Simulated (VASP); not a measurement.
Cu:

```
Cu
1.0
     1.21846   -3.97638    0.00000
     1.21846    3.97638    0.00000
     0.00000    0.00000    2.47550
Cu
2
Direct
  0.13387 0.86613 0.25000
  0.86613 0.13387 0.75000
```

This isn't the form of Cu at room conditions, which is fcc.

- Program: VASP 6.6.1
- Task: relaxation of cell and atoms
- Functional: PBE
- Potentials or basis: VASP PAW PBE potentials, release 64 (Cu)
- Cutoff: 600 eV
- k mesh: 8 × 8 × 8
- Occupations: gaussian, width 0.1 eV
- Spin: no spin polarisation

At the start: pressure 7.0 GPa; volume 11.99 Å³/atom.

Problem. Where does the relaxation end?

Solution. Over 5 steps the energy falls by 13.1 meV/atom and the volume is 12.60 Å³/atom (+5.1 %); space group Cmcm (No. 63, to 0.05 Å).

Step by step:
| step | energy change (eV) | largest force (eV/Å) | pressure (GPa) | volume (Å³) |
| --- | --- | --- | --- | --- |
| 1 | 0.0000 | 0.0456 | 7.03 | 23.99 |
| 2 | -0.0198 | 0.0777 | -2.98 | 25.86 |
| 3 | -0.0259 | 0.0426 | -0.04 | 25.22 |
| 4 | -0.0259 | 0.0407 | 0.10 | 25.19 |
| 5 | -0.0262 | 0.0242 | 0.13 | 25.20 |

Final structure:
```
Cu
1.0
     1.24305   -4.03571    0.00000
     1.24305    4.03571    0.00000
     0.00000    0.00000    2.51181
Cu
2
Direct
  0.13391 0.86609 0.25000
  0.86609 0.13391 0.75000
```
